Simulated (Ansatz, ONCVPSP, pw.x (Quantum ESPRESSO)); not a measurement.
**pw.x on bcc Mg: one setting changed**

Potential: optimised norm-conserving Vanderbilt (ONCV), ONCVPSP 4.0.1.1 (patched build), PBE; core [Ne], reference 3s2; waves: 3s: rc 2.20 bohr, ncon 4, nbas 9, qcut 3.8 1/bohr, 2 projectors, debl 3 Ha; p scattering state at 0.23 Ha: rc 2.05 bohr, ncon 4, nbas 8, qcut 4.9 1/bohr, 2 projectors, debl 3.3 Ha; d scattering state at 0.38 Ha: rc 1.85 bohr, ncon 4, nbas 9, qcut 5.1 1/bohr, 1 projector; local part: polynomial inside 1.20 bohr (lpopt 1, dvloc0 10 Ha); core correction: Teter function, fcfact 5.75, rcfact 1.05.

The reference run (k-mesh 13³, cutoffs 50/200 Ry, Fermi–Dirac 0.01 Ry, mixing_beta 0.4, conv_thr 1e-9, no spin) gives 0.50 GPa at 22.870 Å³/atom, where all-electron LAPW gives 0.19 GPa. This run, with its own iteration cap, changes nbnd to 4.

```
&control
  calculation='scf', prefix='x', pseudo_dir='./', outdir='./tmp', tstress=.true., disk_io='none'
/
&system
  ibrav=0, nat=1, ntyp=1, ecutwfc=50, ecutrho=200, nbnd=4,
  occupations='smearing', smearing='fd', degauss=0.01
/
&electrons
  conv_thr=1e-09, mixing_beta=0.4, electron_maxstep=50
/
ATOMIC_SPECIES
Mg 1.0 Mg.UPF
CELL_PARAMETERS angstrom
  -1.78814222 1.78814222 1.78814222
  1.78814222 -1.78814222 1.78814222
  1.78814222 1.78814222 -1.78814222
ATOMIC_POSITIONS crystal
Mg 0.0000 0.0000 0.0000
K_POINTS automatic
13 13 13 0 0 0
```

```bash
pw.x < Mg.scf.in > Mg.scf.out
```

**Question.** How does the run end?

**Answer.** It converges in 5 iterations; the free energy moves by +0.0 meV/atom and the pressure by +0.00 GPa. The result is that of the reference run.

```
Message from routine setup:
     using ibrav=0 with symmetry is DISCOURAGED, use correct ibrav instead
     lattice parameter (alat)  =       5.8528  a.u.
     unit-cell volume          =     154.3344 (a.u.)^3
     number of electrons       =         2.00
     number of Kohn-Sham states=            4
     kinetic-energy cutoff     =      50.0000  Ry
     charge density cutoff     =     200.0000  Ry
     scf convergence threshold =      1.0E-09
     Exchange-correlation= PBE
     number of k points=    84  Fermi-Dirac smearing, width (Ry)=  0.0100
     iteration #  1     ecut=    50.00 Ry     beta= 0.40
     total energy              =      -1.95809685 Ry
     estimated scf accuracy    <       0.00370712 Ry
     iteration #  2     ecut=    50.00 Ry     beta= 0.40
     total energy              =      -1.95803360 Ry
     estimated scf accuracy    <       0.00133277 Ry
     iteration #  3     ecut=    50.00 Ry     beta= 0.40
     total energy              =      -1.95803952 Ry
     estimated scf accuracy    <       0.00000004 Ry
     iteration #  4     ecut=    50.00 Ry     beta= 0.40
     c_bands:  1 eigenvalues not converged
     c_bands:  1 eigenvalues not converged
     total energy              =      -1.95804020 Ry
     estimated scf accuracy    <       0.00000002 Ry
     iteration #  5     ecut=    50.00 Ry     beta= 0.40
     the Fermi energy is     3.7129 ev
!    total energy              =      -1.95804020 Ry
     estimated scf accuracy    <          9.7E-10 Ry
     smearing contrib. (-TS)   =      -0.00215594 Ry
     The total energy is F=E-TS. E is the sum of the following terms:
     one-electron contribution =       1.26715464 Ry
     hartree contribution      =       0.00387981 Ry
     xc contribution           =      -1.07295199 Ry
     ewald contribution        =      -2.15396673 Ry
     convergence has been achieved in   5 iterations
          total   stress  (Ry/bohr**3)                   (kbar)     P=        5.00
     Message from routine punch:
     Nothing written, as per user request (disk_io='none')
```

The run took about 3.8 s on one core of a shared host (Neoverse-V2, 192 threads, 742 GiB, load 98).
